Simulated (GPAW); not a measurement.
Wanted: an ASE script for a GPAW 26.7.0 run.

* Task: equation of state
* Functional: BP86
* Dispersion: D3(BJ)
* Potentials or basis: PAW data sets generated in the run's folder for this functional
* Cutoff: 600 eV
* Basis: pw
* k mesh: 7 × 7 × 7
* Occupations: fermi-dirac, width 0.05 eV
* Spin: no spin polarisation
* Maxiter: 150
* Eos scales: [0.94, 0.96, 0.98, 1.0, 1.02, 1.04, 1.06]

Crystal: ZnSe (Stilleite).

```xyz
2
Lattice="0.0000 2.8338 2.8338 2.8338 0.0000 2.8338 2.8338 2.8338 0.0000" Properties=species:S:1:pos:R:3 pbc="T T T"
Se    1.4169    1.4169    1.4169
Zn    0.0000    0.0000    0.0000
```

These files were run (other wordings do the same):

run.py

```python
from ase.calculators.mixing import SumCalculator
from ase.eos import EquationOfState
from ase.io import Trajectory
from ase.spacegroup import crystal
from ase.units import GPa
from dftd3.ase import DFTD3
from gpaw import GPAW, PW, setup_paths

setup_paths.insert(0, '.')

# Se 4c
# Zn 4a
atoms = crystal(['Se', 'Zn'],
                basis=[[0.25, 0.25, 0.25],
                       [0.0, 0.0, 0.0]],
                spacegroup=216, setting=1,  # F-43m
                cellpar=[5.6676, 5.6676, 5.6676, 90.0, 90.0, 90.0],
                primitive_cell=True)

traj = Trajectory('eos.traj', 'w')
volumes, energies = [], []
for x in [0.94, 0.96, 0.98, 1.0, 1.02, 1.04, 1.06]:
    a = atoms.copy()
    a.set_cell(atoms.cell * x**(1 / 3), scale_atoms=True)
    calc = GPAW(mode=PW(600),
                xc='GGA_X_B88+GGA_C_P86',
                kpts={'size': (7, 7, 7), 'gamma': True},
                occupations={'name': 'fermi-dirac', 'width': 0.05},
                nbands=18,
                convergence={'density': 1e-05, 'energy': 1e-05},
                maxiter=150,
                txt=f'eos-{x:.2f}.txt')
    a.calc = SumCalculator([calc, DFTD3(method='bp', damping='d3bj')])
    energies.append(a.get_potential_energy())
    volumes.append(a.get_volume())
    p = -a.get_stress()[:3].mean() / GPa
    calc.write(f'eos-{x:.2f}.gpw')
    traj.write(a)
    print(f'{x:.2f} {volumes[-1]:10.4f} A^3 {energies[-1]:14.6f} eV {p:9.3f} GPa', flush=True)

v0, e0, B = EquationOfState(volumes, energies, eos='birchmurnaghan').fit()
print(f'V0 = {v0:.4f} A^3, E0 = {e0:.6f} eV, B0 = {B / GPa:.2f} GPa')
```

Potentials or basis: PAW data sets generated in the run's folder for this functional, pw.

Launch:

```console
$ gpaw-setup -f GGA_X_B88+GGA_C_P86 Se Zn
$ OMP_NUM_THREADS=1 python run.py
```

It gave:

```
Equilibrium volume                      : 21.56 Å³/atom
Bulk modulus                            : 73 GPa
Pressure derivative of the bulk modulus : 4.6
```

It took 47 s on 1 thread of Intel(R) Xeon(R) 6975P-C (Granite Rapids), on a shared host, peak memory 0.26 GiB.
